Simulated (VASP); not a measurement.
# Na (R-3m) in VASP: notebook

One crystal, Na, is run at these levels: PBEsol; tasks: single point.

All numbers are computed with VASP 6.6.1; they aren't measurements. Logs are shortened: lines on timing, memory, paths and dates and some standing lists are left out, and cuts for length are marked.

### Step 1. The crystal as given

The structure is trigonal, space group R-3m (No. 166). Conventional cell: a = 11.134 Å, b = 11.134 Å, c = 9.682 Å, α = 90.00°, β = 90.00°, γ = 120.00°.

This isn't the form of Na at room conditions, which is bcc.

### Step 2. Single point, PBEsol

INCAR

```
SYSTEM = Na
PREC     = Accurate       ! precision mode
ENCUT    = 520            ! plane-wave cutoff, eV
EDIFF    = 1E-6           ! SCF threshold, eV
ISMEAR   = 0              ! smearing method
SIGMA    = 0.15           ! smearing width, eV
LREAL    = .False.        ! projectors in reciprocal space
LASPH    = .True.         ! aspherical terms in the spheres
NELM     = 100            ! most SCF steps
ALGO     = Fast           ! electronic algorithm
ISIF     = 2              ! what is computed and relaxed
LWAVE    = .False.        ! write WAVECAR
LCHARG   = .False.        ! write CHGCAR
GGA      = PS             ! functional
NBANDS   = 10             ! bands
```

KPOINTS

```
regular mesh
0
Gamma
  8 8 8
  0 0 0
```

POSCAR

```
Na
1.0
    7.1116840936     -0.7610289251     -0.7610289251
   -0.7610289251      7.1116840936     -0.7610289251
   -0.7610289251     -0.7610289251      7.1116840936
Na
1
Direct
    0.0000000000      0.0000000000      0.0000000000
```

Potentials or basis: VASP PAW PBE potentials, release 64 (Na_pv).

Command:

```
$ cat potpaw_PBE.64/Na_pv/POTCAR > POTCAR
$ mpirun -np 1 vasp_std > vasp.out
```

OUTCAR:

```text
SYSTEM = Na
   PREC = Accurate
   ENCUT = 520
   EDIFF = 1E-6
   ISMEAR = 0
   LREAL = .False.
   LASPH = .True.
   NELM = 100
   ISIF = 2
   GGA = PS

 ion  position               nearest neighbor table
   1  0.000  0.000  0.000-

  LATTYP: Found a trigonal (rhomboedric) cell.
 ALAT       =     7.1926615864
 COS(alpha) =    -0.1980352222

  Lattice vectors:

 A1 = (   7.1116840936,  -0.7610289251,  -0.7610289251)
 A2 = (  -0.7610289251,   7.1116840936,  -0.7610289251)
 A3 = (  -0.7610289251,  -0.7610289251,   7.1116840936)

Analysis of symmetry for initial positions (statically):
=====================================================================
 Subroutine PRICEL returns:
 Original cell was already a primitive cell.

 Routine SETGRP: Setting up the symmetry group for a
 trigonal (rhombohedral) supercell.

 Subroutine GETGRP returns: Found 12 space group operations
 (whereof 12 operations were pure point group operations)
 out of a pool of 12 trial point group operations.

The static configuration has the point symmetry D_3d.

Analysis of symmetry for dynamics (positions and initial velocities):
=====================================================================
 Subroutine PRICEL returns:
 Original cell was already a primitive cell.

 Routine SETGRP: Setting up the symmetry group for a
 trigonal (rhombohedral) supercell.

 Subroutine GETGRP returns: Found 12 space group operations
 (whereof 12 operations were pure point group operations)
 out of a pool of 12 trial point group operations.

The dynamic configuration has the point symmetry D_3d.

 Subroutine INISYM returns: Found 12 space group operations
 (whereof 12 operations are pure point group operations),
 and found     1 'primitive' translations

----------------------------------------------------------------------------------------

                                     Primitive cell

  volume of cell :     346.4429

  direct lattice vectors                    reciprocal lattice vectors
     7.111684094 -0.761028925 -0.761028925     0.144314956  0.017293941  0.017293941
    -0.761028925  7.111684094 -0.761028925     0.017293941  0.144314956  0.017293941
    -0.761028925 -0.761028925  7.111684094     0.017293941  0.017293941  0.144314956

  length of vectors
     7.192661586  7.192661586  7.192661586     0.146372700  0.146372700  0.146372700

  position of ions in fractional coordinates (direct lattice)
     0.000000000  0.000000000  0.000000000

  ion indices of the primitive-cell ions
   primitive index   ion index
                 1           1

----------------------------------------------------------------------------------------

 KPOINTS: regular mesh

Automatic generation of k-mesh.
 Grid dimensions read from file:
 generate k-points for:    8    8    8

 Generating k-lattice:

  Cartesian coordinates                     Fractional coordinates (reciprocal lattice)
     0.018039370  0.002161743  0.002161743     0.125000000  0.000000000  0.000000000
     0.002161743  0.018039370  0.002161743     0.000000000  0.125000000  0.000000000
     0.002161743  0.002161743  0.018039370     0.000000000  0.000000000  0.125000000

  Length of vectors
     0.018296588  0.018296588  0.018296588

  Shift w.r.t. Gamma in fractional coordinates (k-lattice)
     0.000000000  0.000000000  0.000000000

 Subroutine IBZKPT returns following result:
 ===========================================

 Found     65 irreducible k-points:

 Following reciprocal coordinates:
            Coordinates               Weight
  0.000000  0.000000  0.000000      1.000000
  0.125000  0.000000  0.000000      6.000000
  0.250000  0.000000  0.000000      6.000000
  0.375000 -0.000000  0.000000      6.000000
  0.500000  0.000000  0.000000      3.000000
  0.125000  0.125000  0.000000      6.000000
[... 16 lines left out ...]
  0.250000  0.125000  0.125000      6.000000
  0.375000  0.125000  0.125000      6.000000
 [... further k-points ...]
   k-points           NKPTS =     65   k-points in BZ     NKDIM =     65   number of bands    NBANDS=     10
   number of dos      NEDOS =    301   number of ions     NIONS =      1
   total plane-waves  NPLWV = 157464
   dimension x,y,z NGX =    54 NGY =   54 NGZ =   54
   dimension x,y,z NGXF=   108 NGYF=  108 NGZF=  108
   ions per type =               1
   NGX,Y,Z   is equivalent  to a cutoff of  12.48, 12.48, 12.48 a.u.
   NGXF,Y,Z  is equivalent  to a cutoff of  24.96, 24.96, 24.96 a.u.
 SYSTEM =  Na
   PREC   = accura    normal or accurate (medium, high low for compatibility)
   ISTART =      0    job   : 0-new  1-cont  2-samecut
   ICHARG =      2    charge: 1-file 2-atom 10-const
   ISPIN  =      1    spin polarized calculation?
   LNONCOLLINEAR =      F non collinear calculations
   LSORBIT =      F    spin-orbit coupling
   LASPH  =      T    aspherical Exc in radial PAW
   ENCUT  =  520.0 eV  38.22 Ry    6.18 a.u.  13.37 13.37 13.37*2*pi/ulx,y,z
   NELM   =    100;   NELMIN=  2; NELMDL= -5     # of ELM steps
   EDIFF  = 0.1E-05   stopping-criterion for ELM
   LREAL  =      F    real-space projection
   EDIFFG = 0.1E-04   stopping-criterion for IOM
   NSW    =      0    number of steps for IOM
   IBRION =     -1    ionic relax: 0-MD 1-quasi-New 2-CG
   NFREE  =      0    steps in history (QN), initial steepest desc. (CG)
   ISIF   =      2    stress and relaxation
   ISYM   =      2    0-nonsym 1-usesym 2-fastsym
   POTIM  = 0.5000    time-step for ionic-motion
   TEBEG  =    0.0;   TEEND  =   0.0 temperature during run
   PSTRESS=    0.0 pullay stress
   NELECT =       7.0000    total number of electrons
   NUPDOWN=      -1.0000    fix difference up-down
   EMIN   =  10.00;   EMAX   =-10.00  energy-range for DOS
   EFERMI =   0.00;   METHOD = LEGACY
   ISMEAR =     0;   SIGMA  =   0.15  broadening in eV -4-tet -1-fermi 0-gaus
   EFERMI_NEDOS =   21; number of points for ismear=-14 and -15
   IALGO  =     68    algorithm
   IMIX   =      4    mixing-type and parameters
     AMIX     =   0.40;   BMIX     =  1.00
     AMIX_MAG =   1.60;   BMIX_MAG =  1.00
  volume/ion in A,a.u.               =     346.44      2337.91
  Fermi-wavevector in a.u.,A,eV,Ry     =   0.445893  0.842615  2.705114  0.198820
  Thomas-Fermi vector in A             =   1.423866
   LORBIT       =      0    0 simple, 1 ext, 2 COOP (PROOUT), +10 PAW based schemes
   GGA     = PS    functional components
   LHFCALC =     F    Hartree Fock is set to
   AEXX    =    0.0000 exact exchange contribution
   IVDW    =     0    specifies the selected vdW correction
   LEPSILON=     F    determine dielectric tensor
   LRPA    =     F    only Hartree local field effects (RPA)
 non-spin polarized calculation
 RMM-DIIS sequential band-by-band and
 Gauss-broadening in eV      SIGMA  =   0.15
  energy-cutoff  :      520.00
  volume of cell :      346.44
 maximum number of plane-waves:      9358
 NGX is ok and might be reduce to    54

 number of electron       6.9999990 magnetization

 Free energy of the ion-electron system (eV)
  ---------------------------------------------------
  ext. energy  EPLUGINS =         0.00000000
  ---------------------------------------------------
  free energy    TOTEN  =        -0.17947006 eV

  energy without entropy =       -0.13300436  energy(sigma->0) =       -0.15623721

 E-fermi :  -2.2912     XC(G=0):  -2.4176

 val. band max:       -2.2912807362   @ k =  -0.2500  -0.3750   0.1250
 cond. band min:      -2.2727633458   @ k =   0.5000   0.2500   0.0000
 fundamental gap:      0.0185173904
 Fermi energy:        -2.2911502380

 k-point     1 :       0.0000    0.0000    0.0000
  band No.  band energies     occupation
      1     -28.3699      2.00000
      2     -28.3684      2.00000
      3     -28.3684      2.00000
      4      -2.6833      1.99978
      5       0.3232      0.00000
      6       0.5519      0.00000
      7       0.5519      0.00000
      8       0.7266      0.00000
      9       1.2884      0.00000
     10       1.2884      0.00000

 k-point     2 :       0.1250    0.0000    0.0000
  band No.  band energies     occupation
      1     -28.3699      2.00000
      2     -28.3684      2.00000
      3     -28.3684      2.00000
      4      -2.6486      1.99925
      5      -0.0098      0.00000
      6       0.4223      0.00000
      7       0.5514      0.00000
      8       0.9394      0.00000
      9       1.3291      0.00000
     10       1.6425      0.00000

 k-point     3 :       0.2500    0.0000    0.0000
  band No.  band energies     occupation
      1     -28.3699      2.00000
      2     -28.3684      2.00000
      3     -28.3684      2.00000
      4      -2.5530      1.98642
      5      -0.5203      0.00000
      6       0.4008      0.00000
      7       0.5604      0.00000
      8       1.0836      0.00000
      9       1.3812      0.00000
     10       1.8701      0.00000

 k-point     4 :       0.3750   -0.0000    0.0000
  band No.  band energies     occupation
      1     -28.3699      2.00000
      2     -28.3684      2.00000
      3     -28.3684      2.00000
      4      -2.4317      1.81490
      5      -0.9073      0.00000
      6       0.4164      0.00000
      7       0.5852      0.00000
      8       1.0675      0.00000
      9       1.3353      0.00000
     10       2.0234      0.00000
[... 222 lines left out ...]
 k-point    22 :       0.1250    0.1250    0.1250
  band No.  band energies     occupation
      1     -28.3699      2.00000
      2     -28.3684      2.00000
      3     -28.3684      2.00000
      4      -2.5436      1.98268
      5      -0.3126      0.00000
      6       0.0212      0.00000
      7       0.0212      0.00000
      8       1.7005      0.00000
      9       1.9123      0.00000
     10       1.9123      0.00000

 k-point    23 :       0.2500    0.1250    0.1250
  band No.  band energies     occupation
      1     -28.3699      2.00000
      2     -28.3684      2.00000
      3     -28.3684      2.00000
      4      -2.4364      1.82900
      5      -0.6213      0.00000
      6      -0.1403      0.00000
      7       0.0278      0.00000
      8       1.8103      0.00000
      9       1.9521      0.00000
     10       2.3923      0.00000

 k-point    24 :       0.3750    0.1250    0.1250
  band No.  band energies     occupation
      1     -28.3699      2.00000
      2     -28.3684      2.00000
      3     -28.3684      2.00000
      4      -2.3302      1.28744
      5      -0.9107      0.00000
      6      -0.0753      0.00000
      7       0.1032      0.00000
      8       1.6877      0.00000
      9       1.8627      0.00000
     10       2.0635      0.00000

 [... further k-points ...]

------------------------ aborting loop because EDIFF is reached ----------------------------------------

  FORCE on cell =-STRESS in cart. coord.  units (eV):
  Direction    XX          YY          ZZ          XY          YZ          ZX
  --------------------------------------------------------------------------------------
  -------------------------------------------------------------------------------------
  Total       -0.2631614     -0.2631614     -0.2631614      0.0386728      0.0386728      0.0386728
  in kB       -1.2170296     -1.2170296     -1.2170296      0.1788482      0.1788482      0.1788482
  external PRESSURE =      -1.2170296 kB  Pullay stress =       0.0000000 kB

 VOLUME and BASIS-vectors are now :
 -----------------------------------------------------------------------------
  energy-cutoff  :      520.00
  volume of cell :      346.44
      direct lattice vectors                 reciprocal lattice vectors
     7.111684094 -0.761028925 -0.761028925     0.144314956  0.017293941  0.017293941
    -0.761028925  7.111684094 -0.761028925     0.017293941  0.144314956  0.017293941
    -0.761028925 -0.761028925  7.111684094     0.017293941  0.017293941  0.144314956

 POSITION                                       TOTAL-FORCE (eV/Angst)
 -----------------------------------------------------------------------------------
      0.00000      0.00000      0.00000         0.000000      0.000000      0.000000
 -----------------------------------------------------------------------------------
    total drift:                                0.000000     -0.000000     -0.000000

  FREE ENERGIE OF THE ION-ELECTRON SYSTEM (eV)
  ---------------------------------------------------
  free  energy   TOTEN  =        -0.1794700597 eV

  energy  without entropy=       -0.1330043578  energy(sigma->0) =       -0.15623721
```

Wall time 1.9 min (1 thread of Intel Xeon Platinum 8488C (Sapphire Rapids), shared host); peak memory 0.48 GiB.

Results:

```
Free energy            : -0.1795 eV
Pressure               : -0.1 GPa
Band gap on the k mesh : none (metal or under the smearing width)
```

Caveat: the PAW data sets were made with another functional, which shifts forces and pressure a little.

### Step 3. Single point, PBEsol

INCAR

```
SYSTEM = Na
ALGO = Fast ; EDIFF = 1E-6
ENCUT = 520 ; GGA = PS
ISIF = 2 ; ISMEAR = 0
LASPH = .TRUE. ; LCHARG = .FALSE.
LREAL = .FALSE. ; LWAVE = .FALSE.
NBANDS = 10 ; NELM = 100
PREC = Accurate ; SIGMA = 0.15
```

KPOINTS

```
k-points
0
G
  8 8 8
  0 0 0
```

POSCAR

```
Na
1.0
    7.0498332550      0.4406145784      0.4406145784
    0.4406145784      7.0498332550      0.4406145784
    0.4406145784      0.4406145784      7.0498332550
Na
1
Direct
    0.0000000000      0.0000000000      0.0000000000
```

Potentials or basis: VASP PAW PBE potentials, release 64 (Na_pv).

Command:

```
$ cat potpaw_PBE.64/Na_pv/POTCAR > POTCAR
$ mpirun -np 1 vasp_std > vasp.out
```

OUTCAR:

```text
SYSTEM = Na
   EDIFF = 1E-6
   ENCUT = 520
   GGA = PS
   ISIF = 2
   ISMEAR = 0
   LASPH = .TRUE.
   LREAL = .FALSE.
   NELM = 100
   PREC = Accurate

 ion  position               nearest neighbor table
   1  0.000  0.000  0.000-

  LATTYP: Found a trigonal (rhomboedric) cell.
 ALAT       =     7.0773180893
 COS(alpha) =     0.1279069767

  Lattice vectors:

 A1 = (   7.0498332550,   0.4406145784,   0.4406145784)
[... 494 lines left out ...]
      9       1.5997      0.00000
     10       1.6744      0.00000

 [... further k-points ...]

------------------------ aborting loop because EDIFF is reached ----------------------------------------

  FORCE on cell =-STRESS in cart. coord.  units (eV):
  Direction    XX          YY          ZZ          XY          YZ          ZX
  --------------------------------------------------------------------------------------
  -------------------------------------------------------------------------------------
  Total       -0.2756763     -0.2756763     -0.2756763     -0.0254293     -0.0254293     -0.0254293
  in kB       -1.2749067     -1.2749067     -1.2749067     -0.1176014     -0.1176014     -0.1176014
  external PRESSURE =      -1.2749067 kB  Pullay stress =       0.0000000 kB

 VOLUME and BASIS-vectors are now :
 -----------------------------------------------------------------------------
  energy-cutoff  :      520.00
  volume of cell :      346.44
      direct lattice vectors                 reciprocal lattice vectors
     7.049833255  0.440614578  0.440614578     0.142898048 -0.008405767 -0.008405767
     0.440614578  7.049833255  0.440614578    -0.008405767  0.142898048 -0.008405767
     0.440614578  0.440614578  7.049833255    -0.008405767 -0.008405767  0.142898048

 POSITION                                       TOTAL-FORCE (eV/Angst)
 -----------------------------------------------------------------------------------
      0.00000      0.00000      0.00000         0.000000     -0.000000      0.000000
 -----------------------------------------------------------------------------------
    total drift:                                0.000000     -0.000000     -0.000000

  FREE ENERGIE OF THE ION-ELECTRON SYSTEM (eV)
  ---------------------------------------------------
  free  energy   TOTEN  =        -0.1896370578 eV

  energy  without entropy=       -0.1459601359  energy(sigma->0) =       -0.16779860
```

Wall time 2 min (1 thread of Intel Xeon Platinum 8488C (Sapphire Rapids), shared host); peak memory 0.48 GiB.

What came out:

- Free energy: -0.1896 eV
- Pressure: -0.1 GPa
- Band gap on the k mesh: none (metal or under the smearing width)

Caveat: the PAW data sets were made with another functional, which shifts forces and pressure a little.

### Step 4. Single point, PBEsol

This run uses another cell than the first one, of the same volume but with other edges.

INCAR

```
SYSTEM = Na
  PREC = Accurate
  ENCUT = 520
  EDIFF = 1E-6
  ISMEAR = 0
  SIGMA = 0.15
  LREAL = .False.
  LASPH = .True.
  NELM = 100
  ALGO = Fast
  ISIF = 2
  LWAVE = .False.
  LCHARG = .False.
  GGA = PS
  NBANDS = 10
```

KPOINTS

```
regular mesh
0
Gamma
  8 8 8
  0 0 0
```

POSCAR

```
Na
1.0
    7.4325745653      1.8581436413      1.8581436413
    1.8581436413      7.4325745653      1.8581436413
    1.8581436413      1.8581436413      7.4325745653
Na
1
Direct
    0.0000000000      0.0000000000      0.0000000000
```

Command:

```
$ cat potpaw_PBE.64/Na_pv/POTCAR > POTCAR
$ mpirun -np 1 vasp_std > vasp.out
```

It took 69 s on 1 thread of Intel Xeon Platinum 8488C (Sapphire Rapids), shared host; peak memory 0.5 GiB.

It converged, with:

| Quantity | Value |
| --- | --- |
| Free energy | -0.1554 eV |
| Pressure | -0.1 GPa |
| Band gap on the k mesh | none (metal or under the smearing width) |

Levels at points of the mesh, in eV from the Fermi level:
```csv
k point,band 1,band 2,band 3,band 4,band 5,band 6,band 7,band 8,band 9
"(0.00, 0.00, 0.00)",-26.07,-26.07,-26.07,-0.38,2.83,2.83,2.83,3.04,3.98
"(0.50, 0.00, 0.00)",-26.07,-26.07,-26.07,0.00,1.25,2.64,2.64,3.11,3.83
"(0.50, 0.50, 0.00)",-26.07,-26.07,-26.07,0.13,1.40,2.22,2.22,2.75,2.99
```

Caveat: the PAW data sets were made with another functional, which shifts forces and pressure a little.
